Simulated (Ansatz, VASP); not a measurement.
HfC in VASP and in Ansatz

```xyz
2
Lattice="0.0000 2.3250 2.2320 2.3250 0.0000 2.2320 2.3250 2.3250 0.0000" Properties=species:S:1:pos:R:3 pbc="T T T"
Hf    2.3250    2.3250    2.2320
C     0.0000    0.0000    0.0000
```

Alike in both runs: functional PBE; k mesh 8 × 8 × 8; occupations fermi-dirac, width 0.05 eV; no spin polarisation.

|  | VASP | Ansatz |
| --- | --- | --- |
| version | VASP 6.6.1 | Ansatz 0.2.0 |
| potentials or method | VASP PAW PBE potentials, release 64 (Hf_pv, C) | Ansatz PAW |
| plane-wave cutoff (eV) | 520 | 420 |
| valence electrons in the cell | 14 | 30 |
| task | single point | band structure |

|  | VASP | Ansatz | Ansatz less VASP |
| --- | --- | --- | --- |
| gap on the k mesh at the Fermi level (eV) | none | none | - |
| pressure (GPa) | 10.9 | 11.4 | +0.47 |
| largest component of the traceless stress (GPa) | 13.73 | 13.55 | -0.172 |

A gap of «none» marks a metal or a gap that the smearing closes. With one functional, cell and mesh, what is left measures potentials, basis and numerics. The two sets of potentials don't hold the same shells in valence.

Caveats: spin-orbit coupling is left out, which moves the levels of the heavy elements (Ansatz). The runs have no spin-orbit coupling, so splittings on Hf are missing.
